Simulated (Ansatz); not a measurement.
**Ionic part of the dielectric constant of SrO at 2 GPa, mode by mode**

Level of theory: DFT PBE, scalar-relativistic, plane waves, PAW in Ansatz. Cutoff 420 eV, 8×8×8 k-points (Γ-centred), fixed occupations. No spin polarisation. Phonons by linear response, acoustic sum rule imposed.

It takes space group Fm-3m (No. 225, cubic). Conventional cell: a = 5.156 Å, b = 5.156 Å, c = 5.156 Å, α = 90.00°, β = 90.00°, γ = 90.00°. Sr (site symmetry m-3m) is surrounded by 6 O at 2.58 Å. Around O (site symmetry m-3m) lie 6 Sr at 2.58 Å.

The primitive cell has V = 34.27 Å³ and ε∞,zz = 3.795. Each polar mode adds Δε = (4.92064×10⁷/V)·S/ν² along z, with S its oscillator strength in e²/amu, ν in cm⁻¹ and V in Å³.

Task: From these modes, find each Δε and ε0,zz.
```csv
ν (cm⁻¹),S_zz (e²/amu)
202.6,0.4429
```

Result:
```csv
ν (cm⁻¹),Δε
202.6,15.49
```

The sum is 15.485, so ε0,zz = 19.28; the run's tensor has 19.28.

Task: Where do the longitudinal modes lie for a wave vector along z?

Result: At 457 cm⁻¹. The Lyddane–Sachs–Teller product Π(ν_LO/ν_TO)² = 5.08 matches ε0/ε∞ = 5.08.

Cost: 1 run of about 0.8 core-minutes, on Arm Neoverse N1 (shared hosts).